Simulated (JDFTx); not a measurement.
# Ge (Fd-3m) in JDFTx: equation of state

How stiff is Ge in PBEsol, and what volume does it want? The cell is scaled to several volumes.

Program: JDFTx 1.7.0 (patched build). These are calculated values, not measurements. Logs are shortened: lines on timing, memory, paths and dates and some standing lists are left out, and cuts for length are marked. The log counts tension as positive stress, the text compression.

**What was measured.**

“Sub-monolayer structures of Ag overlayers on Ge(111): experimental observations and first-principles study”, 2019, arxiv:1908.00180 quotes, for a bulk crystal of Ge: bulk modulus 75.8 GPa.

How close the calculation comes is told below.

### Step 1. The crystal as given

It takes space group Fd-3m (No. 227, cubic). The conventional cell has a = 5.658 Å, b = 5.658 Å, c = 5.658 Å, α = 90.00°, β = 90.00°, γ = 90.00°. Ge (site symmetry -43m) is surrounded by 4 Ge at 2.45 Å.

### Step 2. Equation of state, PBEsol, 21.28 Å³/atom (volume scaled by 0.94)

Contents of Ge.in:

```
lattice \
    0.0000000000     5.2367352216     5.2367352216 \
    5.2367352216     0.0000000000     5.2367352216 \
    5.2367352216     5.2367352216     0.0000000000
coords-type Lattice
ion Ge     0.7500000000     0.7500000000     0.7500000000 1
ion Ge     0.5000000000     0.5000000000     0.5000000000 1

ion-species pseudo/Ge.upf
elec-cutoff 39 312
elec-ex-corr gga-PBEsol
kpoint-folding 8 8 8
elec-smearing Fermi 0.0018374661
elec-n-bands 21
electronic-SCF nIterations 100 energyDiffThreshold 1e-09
electronic-minimize nIterations 30 energyDiffThreshold 1e-7
forces-output-coords Cartesian

dump-name run.$VAR
dump End Ecomponents EigStats BandEigs Kpoints Forces Stress
```

Potentials or basis: PseudoDojo-SR-PBEsol-0.4.1-standard with smoothed tails.

Run with:

```sh
$ jdftx -c 1 -i Ge.in -o Ge.out
```

The log of the run:

```text
*************** JDFTx 1.7.0 (patched build) ***************

[... 9 lines left out ...]
---------- Initializing the Grid ----------
R =
[            0      5.23674      5.23674  ]
[      5.23674            0      5.23674  ]
[      5.23674      5.23674            0  ]
unit cell volume = 287.218
G =
[  -0.599914   0.599914   0.599914  ]
[   0.599914  -0.599914   0.599914  ]
[   0.599914   0.599914  -0.599914  ]
Minimum fftbox size, Smin = [  60  60  60  ]
Chosen fftbox size, S = [  60  60  60  ]

---------- Initializing tighter grid for wavefunction operations ----------
R =
[            0      5.23674      5.23674  ]
[      5.23674            0      5.23674  ]
[      5.23674      5.23674            0  ]
unit cell volume = 287.218
G =
[  -0.599914   0.599914   0.599914  ]
[   0.599914  -0.599914   0.599914  ]
[   0.599914   0.599914  -0.599914  ]
Minimum fftbox size, Smin = [  44  44  44  ]
Chosen fftbox size, S = [  48  48  48  ]

---------- Exchange Correlation functional ----------
Initalized PBEsol GGA exchange.
Initalized PBEsol GGA correlation.

---------- Setting up pseudopotentials ----------
Width of ionic core gaussian charges (only for fluid interactions / plotting) set to 0

Reading pseudopotential file 'pseudo/Ge.upf':
  'Ge' pseudopotential, 'PBESOL' functional
  Generated using ONCVPSP code by D. R. Hamann
  14 valence electrons, 3 orbitals, 6 projectors, 1001 radial grid points, with lMax = 2
    3D    l: 2   occupation: 10.0   eigenvalue: -1.077211
    4S    l: 0   occupation:  2.0   eigenvalue: -0.431575
    4P    l: 1   occupation:  2.0   eigenvalue: -0.143216
  Core radius for overlap checks: 1.83 bohrs.

Initialized 1 species with 2 total atoms.

Folded 1 k-points by 8x8x8 to 512 k-points.

---------- Setting up k-points, bands, fillings ----------
Reduced to 29 k-points under symmetry.
Computing the number of bands and number of electrons
Calculating initial fillings.
nElectrons:  28.000000   nBands: 21   nStates: 29

----- Setting up reduced wavefunction bases (one per k-point) -----
average nbasis = 3342.205 , ideal nbasis = 3341.202

---------- Setting up ewald sum ----------
Optimum gaussian width for ewald sums = 2.378435 bohr.
Real space sum over 1331 unit cells with max indices [  5  5  5  ]
Reciprocal space sum over 2197 terms with max indices [  6  6  6  ]

---------- Allocating electronic variables ----------
Initializing wave functions:  linear combination of atomic orbitals
Note: number of bands (21) exceeds available atomic orbitals (18)
Ge pseudo-atom occupations:   s ( 2 )  p ( 2 )  d ( 10 )
	FillingsUpdate:  mu: +0.391370321  nElectrons: 28.000000
LCAOMinimize: Iter:   0  F: -159.8461807047451089  |grad|_K:  4.481e-05  alpha:  1.000e+00
	FillingsUpdate:  mu: +0.391335582  nElectrons: 28.000000
LCAOMinimize: Iter:   1  F: -159.8461932876082869  |grad|_K:  3.315e-07  alpha:  9.802e-01  linmin: -3.670e-02  cgtest:  5.136e-01
LCAOMinimize: Encountered beta<0, resetting CG.
	FillingsUpdate:  mu: +0.391335053  nElectrons: 28.000000
LCAOMinimize: Iter:   2  F: -159.8461932883089105  |grad|_K:  1.138e-08  alpha:  9.974e-01  linmin:  2.043e-03  cgtest: -1.721e-02
	FillingsUpdate:  mu: +0.391335135  nElectrons: 28.000000
LCAOMinimize: Iter:   3  F: -159.8461932883098768  |grad|_K:  1.327e-09  alpha:  9.987e-01  linmin:  1.593e-01  cgtest: -9.592e-01
LCAOMinimize: Converged (|Delta F|<1.000000e-06 for 2 iters).

-------- Electronic minimization -----------
Will mix electronic density at each iteration.
	FillingsUpdate:  mu: +0.391335135  nElectrons: 28.000000
	FillingsUpdate:  mu: +0.376855443  nElectrons: 28.000000
SCF: Cycle:  0   F: -159.889988852950779   dF: -4.380e-02   |Residual|: 4.988e-02   |deigs|: 1.749e-01
	FillingsUpdate:  mu: +0.379649607  nElectrons: 28.000000
SCF: Cycle:  1   F: -159.891026077918042   dF: -1.037e-03   |Residual|: 2.774e-02   |deigs|: 5.349e-03
	FillingsUpdate:  mu: +0.384063864  nElectrons: 28.000000
SCF: Cycle:  2   F: -159.891244995040893   dF: -2.189e-04   |Residual|: 4.219e-03   |deigs|: 4.619e-03
	FillingsUpdate:  mu: +0.384186102  nElectrons: 28.000000
SCF: Cycle:  3   F: -159.891249037185020   dF: -4.042e-06   |Residual|: 1.904e-03   |deigs|: 7.466e-04
	FillingsUpdate:  mu: +0.384634718  nElectrons: 28.000000
SCF: Cycle:  4   F: -159.891250558440106   dF: -1.521e-06   |Residual|: 5.122e-04   |deigs|: 5.609e-04
	FillingsUpdate:  mu: +0.384675982  nElectrons: 28.000000
SCF: Cycle:  5   F: -159.891250698655824   dF: -1.402e-07   |Residual|: 4.156e-04   |deigs|: 2.269e-04
	FillingsUpdate:  mu: +0.384666935  nElectrons: 28.000000
SCF: Cycle:  6   F: -159.891250746194430   dF: -4.754e-08   |Residual|: 5.448e-05   |deigs|: 1.752e-04
	FillingsUpdate:  mu: +0.384672311  nElectrons: 28.000000
SCF: Cycle:  7   F: -159.891250753642112   dF: -7.448e-09   |Residual|: 1.551e-05   |deigs|: 9.507e-05
	FillingsUpdate:  mu: +0.384672281  nElectrons: 28.000000
SCF: Cycle:  8   F: -159.891250755760922   dF: -2.119e-09   |Residual|: 1.617e-05   |deigs|: 7.256e-05
	FillingsUpdate:  mu: +0.384672233  nElectrons: 28.000000
SCF: Cycle:  9   F: -159.891250756367299   dF: -6.064e-10   |Residual|: 3.830e-06   |deigs|: 7.105e-05
	FillingsUpdate:  mu: +0.384672126  nElectrons: 28.000000
SCF: Cycle: 10   F: -159.891250756559856   dF: -1.926e-10   |Residual|: 3.220e-06   |deigs|: 6.159e-05
SCF: Converged (|Delta E|<1.000000e-09 for 2 iters).

Setting wave functions to eigenvectors of Hamiltonian

# Stress tensor in Cartesian coordinates [Eh/a0^3]:
[  -0.00019109            0            0  ]
[            0  -0.00019109            0  ]
[            0            0  -0.00019109  ]

# Ionic positions in lattice coordinates:
ion Ge   0.750000000000000   0.750000000000000   0.750000000000000 1
ion Ge   0.500000000000000   0.500000000000000   0.500000000000000 1

# Forces in Cartesian coordinates:
force Ge  -0.000000000000000  -0.000000000000000  -0.000000000000000 1
force Ge   0.000000000000000  -0.000000000000000   0.000000000000000 1

# Energy components:
   Eewald =     -100.8082681263786782
       EH =       54.0642727441182416
     Eloc =     -128.1611457188374175
      Enl =      -94.2717651665528820
      Exc =      -43.2273156318178522
 Exc_core =       18.5098983091954601
       KE =      134.0030836023246934
-------------------------------------
     Etot =     -159.8912399879484383
       TS =        0.0000107686114037
-------------------------------------
        F =     -159.8912507565598560

IonicMinimize: Iter:   0  F: -159.891250756559856  |grad|_K:  3.128e-36
IonicMinimize: Converged (|grad|_K<1.000000e-04).

#--- Lowdin population analysis ---
# oxidation-state Ge +0.021 +0.021

Dumping 'run.eigStats' ...
	eMin: -0.539947 at state 19 ( [ +0.000000 +0.375000 -0.375000 ] spin 0 )
	HOMO: +0.379449 at state 0 ( [ +0.000000 +0.000000 +0.000000 ] spin 0 )
	mu  : +0.384672
	LUMO: +0.391062 at state 4 ( [ +0.000000 +0.000000 +0.500000 ] spin 0 )
	eMax: +0.899628 at state 19 ( [ +0.000000 +0.375000 -0.375000 ] spin 0 )
	HOMO-LUMO gap: +0.011613
	Optical gap  : +0.020618 at state 0 ( [ +0.000000 +0.000000 +0.000000 ] spin 0 )
Done!
```

Run time: 32 s. Hardware: 1 thread of AMD EPYC 9R45 (Zen 5), shared host; peak memory 0.16 GiB.

Results:

| Property | Result |
| --- | --- |
| Free energy | -4350.8626 eV |
| Pressure | 5.6 GPa |
| Band gap on the k mesh | 0.32 eV, indirect (least direct gap 0.56 eV) |

### Step 3. Equation of state, PBEsol, 21.73 Å³/atom (volume scaled by 0.96)

Changes to Ge.in since step 2:

```diff
@@ -1,5 +1,5 @@
 lattice \
-    0.0000000000     5.2367352216     5.2367352216 \
-    5.2367352216     0.0000000000     5.2367352216 \
-    5.2367352216     5.2367352216     0.0000000000
+    0.0000000000     5.2736148538     5.2736148538 \
+    5.2736148538     0.0000000000     5.2736148538 \
+    5.2736148538     5.2736148538     0.0000000000
 coords-type Lattice
@@ -19,2 +19,2 @@
 dump-name run.$VAR
-dump End Ecomponents EigStats BandEigs Kpoints Forces Stress
+dump End Ecomponents EigStats BandEigs Kpoints Forces Stress ElecDensity Dtot KEdensity
```

Potentials or basis: PseudoDojo-SR-PBEsol-0.4.1-standard with smoothed tails.

Run with:

```sh
$ jdftx -c 1 -i Ge.in -o Ge.out
```

It took 36 s on 1 thread of AMD EPYC 9R45 (Zen 5), shared host; peak memory 0.15 GiB.

Results (log left out):

| Item | Value |
| --- | --- |
| Free energy | -4350.8891 eV |
| Pressure | 3.7 GPa |
| Band gap on the k mesh | 0.25 eV, indirect (least direct gap 0.36 eV) |

### Step 4. Equation of state, PBEsol, 22.19 Å³/atom (volume scaled by 0.98)

Changes to Ge.in since step 3:

```diff
@@ -1,5 +1,5 @@
 lattice \
-    0.0000000000     5.2736148538     5.2736148538 \
-    5.2736148538     0.0000000000     5.2736148538 \
-    5.2736148538     5.2736148538     0.0000000000
+    0.0000000000     5.3099857607     5.3099857607 \
+    5.3099857607     0.0000000000     5.3099857607 \
+    5.3099857607     5.3099857607     0.0000000000
 coords-type Lattice
```

Run with:

```sh
$ jdftx -c 1 -i Ge.in -o Ge.out
```

Run time: 36 s. Hardware: 1 thread of AMD EPYC 9R45 (Zen 5), shared host; peak memory 0.16 GiB.

Results (log left out):

| Quantity | Value |
| --- | --- |
| Free energy | -4350.9056 eV |
| Pressure | 2.1 GPa |
| Band gap on the k mesh | 0.17 eV, direct |

### Step 5. Equation of state, PBEsol, 22.64 Å³/atom

Changes to Ge.in since step 4:

```diff
@@ -1,5 +1,5 @@
 lattice \
-    0.0000000000     5.3099857607     5.3099857607 \
-    5.3099857607     0.0000000000     5.3099857607 \
-    5.3099857607     5.3099857607     0.0000000000
+    0.0000000000     5.3458651312     5.3458651312 \
+    5.3458651312     0.0000000000     5.3458651312 \
+    5.3458651312     5.3458651312     0.0000000000
 coords-type Lattice
```

Run with:

```sh
$ jdftx -c 1 -i Ge.in -o Ge.out
```

It took 39 s on 1 thread of AMD EPYC 9R45 (Zen 5), shared host; peak memory 0.16 GiB.

The run converged. Its results:

```yaml
Free_energy: -4350.9134 eV
Pressure: 0.6 GPa
Band_gap_on_the_k_mesh: none (metal or under the smearing width)
```

### Step 6. Equation of state, PBEsol, 23.09 Å³/atom (volume scaled by 1.02)

Changes to Ge.in since step 5:

```diff
@@ -1,5 +1,5 @@
 lattice \
-    0.0000000000     5.3458651312     5.3458651312 \
-    5.3458651312     0.0000000000     5.3458651312 \
-    5.3458651312     5.3458651312     0.0000000000
+    0.0000000000     5.3812692433     5.3812692433 \
+    5.3812692433     0.0000000000     5.3812692433 \
+    5.3812692433     5.3812692433     0.0000000000
 coords-type Lattice
```

Potentials or basis: PseudoDojo-SR-PBEsol-0.4.1-standard with smoothed tails.

Run with:

```sh
$ jdftx -c 1 -i Ge.in -o Ge.out
```

The log of the run:

```text
*************** JDFTx 1.7.0 (patched build) ***************

[... 9 lines left out ...]
---------- Initializing the Grid ----------
R =
[            0      5.38127      5.38127  ]
[      5.38127            0      5.38127  ]
[      5.38127      5.38127            0  ]
unit cell volume = 311.662
G =
[  -0.583801   0.583801   0.583801  ]
[   0.583801  -0.583801   0.583801  ]
[   0.583801   0.583801  -0.583801  ]
Minimum fftbox size, Smin = [  64  64  64  ]
Chosen fftbox size, S = [  64  64  64  ]

---------- Initializing tighter grid for wavefunction operations ----------
R =
[            0      5.38127      5.38127  ]
[      5.38127            0      5.38127  ]
[      5.38127      5.38127            0  ]
unit cell volume = 311.662
G =
[  -0.583801   0.583801   0.583801  ]
[   0.583801  -0.583801   0.583801  ]
[   0.583801   0.583801  -0.583801  ]
Minimum fftbox size, Smin = [  44  44  44  ]
Chosen fftbox size, S = [  48  48  48  ]

---------- Exchange Correlation functional ----------
Initalized PBEsol GGA exchange.
Initalized PBEsol GGA correlation.

---------- Setting up pseudopotentials ----------
Width of ionic core gaussian charges (only for fluid interactions / plotting) set to 0

Reading pseudopotential file 'pseudo/Ge.upf':
  'Ge' pseudopotential, 'PBESOL' functional
  Generated using ONCVPSP code by D. R. Hamann
[... 53 lines left out ...]
SCF: Cycle:  5   F: -159.893119632289483   dF: -1.968e-07   |Residual|: 2.430e-04   |deigs|: 9.684e-05
	FillingsUpdate:  mu: +0.335120519  nElectrons: 28.000000
SCF: Cycle:  6   F: -159.893119687433085   dF: -5.514e-08   |Residual|: 4.005e-05   |deigs|: 7.141e-05
	FillingsUpdate:  mu: +0.335120704  nElectrons: 28.000000
SCF: Cycle:  7   F: -159.893119702073818   dF: -1.464e-08   |Residual|: 1.711e-05   |deigs|: 1.672e-04
	FillingsUpdate:  mu: +0.335121911  nElectrons: 28.000000
SCF: Cycle:  8   F: -159.893119707299064   dF: -5.225e-09   |Residual|: 1.359e-05   |deigs|: 6.628e-05
	FillingsUpdate:  mu: +0.335122461  nElectrons: 28.000000
SCF: Cycle:  9   F: -159.893119709441692   dF: -2.143e-09   |Residual|: 1.442e-06   |deigs|: 2.721e-05
	FillingsUpdate:  mu: +0.335122610  nElectrons: 28.000000
SCF: Cycle: 10   F: -159.893119710113893   dF: -6.722e-10   |Residual|: 1.215e-06   |deigs|: 2.131e-05
	FillingsUpdate:  mu: +0.335122618  nElectrons: 28.000000
SCF: Cycle: 11   F: -159.893119710458649   dF: -3.448e-10   |Residual|: 8.623e-07   |deigs|: 5.221e-05
SCF: Converged (|Delta E|<1.000000e-09 for 2 iters).

Setting wave functions to eigenvectors of Hamiltonian

# Stress tensor in Cartesian coordinates [Eh/a0^3]:
[  2.24003e-05            0            0  ]
[            0  2.24003e-05            0  ]
[            0            0  2.24003e-05  ]

# Ionic positions in lattice coordinates:
ion Ge   0.750000000000000   0.750000000000000   0.750000000000000 1
ion Ge   0.500000000000000   0.500000000000000   0.500000000000000 1

# Forces in Cartesian coordinates:
force Ge   0.000000000000000   0.000000000000000  -0.000000000000000 1
force Ge   0.000000000000000   0.000000000000000  -0.000000000000000 1

# Energy components:
   Eewald =      -98.1006867447066213
       EH =       55.6970237276876432
     Eloc =     -132.4480919584220828
      Enl =      -94.3362475080993477
      Exc =      -43.1817023423037796
 Exc_core =       18.5098971645144523
       KE =      133.9667236918637343
-------------------------------------
     Etot =     -159.8930839694660051
       TS =        0.0000357409926396
-------------------------------------
        F =     -159.8931197104586488

IonicMinimize: Iter:   0  F: -159.893119710458649  |grad|_K:       -nan
IonicMinimize: None of the convergence criteria satisfied after 0 iterations.

#--- Lowdin population analysis ---
# oxidation-state Ge +0.020 +0.020

Dumping 'run.eigStats' ...
	eMin: -0.578157 at state 19 ( [ +0.000000 +0.375000 -0.375000 ] spin 0 )
	HOMO: +0.328636 at state 0 ( [ +0.000000 +0.000000 +0.000000 ] spin 0 )
	mu  : +0.335123
	LUMO: +0.335755 at state 0 ( [ +0.000000 +0.000000 +0.000000 ] spin 0 )
	eMax: +0.823776 at state 19 ( [ +0.000000 +0.375000 -0.375000 ] spin 0 )
	HOMO-LUMO gap: +0.007118
	Optical gap  : +0.007118 at state 0 ( [ +0.000000 +0.000000 +0.000000 ] spin 0 )
Done!
[note: the HOMO, LUMO and gaps printed at the end count levels as full or empty at half filling, so they show a gap where a level is partly filled]
```

Wall time 38 s (1 thread of AMD EPYC 9R45 (Zen 5), shared host); peak memory 0.17 GiB.

What came out:

| Property | Result |
| --- | --- |
| Free energy | -4350.9134 eV |
| Pressure | -0.7 GPa |
| Band gap on the k mesh | none (metal or under the smearing width) |

### Step 7. Equation of state, PBEsol, 23.54 Å³/atom (volume scaled by 1.04)

Changes to Ge.in since step 6:

```diff
@@ -1,5 +1,5 @@
 lattice \
-    0.0000000000     5.3812692433     5.3812692433 \
-    5.3812692433     0.0000000000     5.3812692433 \
-    5.3812692433     5.3812692433     0.0000000000
+    0.0000000000     5.4162135293     5.4162135293 \
+    5.4162135293     0.0000000000     5.4162135293 \
+    5.4162135293     5.4162135293     0.0000000000
 coords-type Lattice
```

Run with:

```sh
$ jdftx -c 1 -i Ge.in -o Ge.out
```

Wall time 39 s (1 thread of AMD EPYC 9R45 (Zen 5), shared host); peak memory 0.18 GiB.

It converged, with:

- Free energy: -4350.9064 eV
- Pressure: -1.8 GPa
- Band gap on the k mesh: none (metal or under the smearing width)

### Step 8. Equation of state, PBEsol, 24.00 Å³/atom (volume scaled by 1.06)

Changes to Ge.in since step 7:

```diff
@@ -1,5 +1,5 @@
 lattice \
-    0.0000000000     5.4162135293     5.4162135293 \
-    5.4162135293     0.0000000000     5.4162135293 \
-    5.4162135293     5.4162135293     0.0000000000
+    0.0000000000     5.4507126348     5.4507126348 \
+    5.4507126348     0.0000000000     5.4507126348 \
+    5.4507126348     5.4507126348     0.0000000000
 coords-type Lattice
```

Run with:

```sh
$ jdftx -c 1 -i Ge.in -o Ge.out
```

It took 40 s on 1 thread of AMD EPYC 9R45 (Zen 5), shared host; peak memory 0.18 GiB.

It converged, with:

| Item | Value |
| --- | --- |
| Free energy | -4350.8931 eV |
| Pressure | -2.9 GPa |
| Band gap on the k mesh | none (metal or under the smearing width) |

### Step 9. Equation of state, PBEsol

Potentials or basis: PseudoDojo-SR-PBEsol-0.4.1-standard with smoothed tails.

This step only gathers the single runs of the series.

Results:

```yaml
Equilibrium_volume: 22.86 Å³/atom
Bulk_modulus: 66 GPa
Pressure_derivative_of_the_bulk_modulus: "4.8 (rough: it moves with the points fitted)"
```

Energy against volume, from the lowest point:
```
volume (Å³/atom)  energy (meV/atom)
          21.281              25.43
          21.733              12.15
          22.186               3.90
          22.639               0.03
          23.092               0.00
          23.545               3.50
          23.997              10.17
```

### Step 10. Comparison with measurements

Step 9. Against the measured bulk modulus of Ge, 75.8 GPa (quoted in “Sub-monolayer structures of Ag overlayers on Ge(111): experimental observations and first-principles study”, 2019, arxiv:1908.00180), the calculated 66 GPa is off by -12.8 %. The fit is for a static lattice scaled at fixed shape and fixed fractional positions. The cell as given is a measured one (22.64 Å³/atom); PBEsol puts the equilibrium volume +1.0 % from it, thermal expansion not counted.
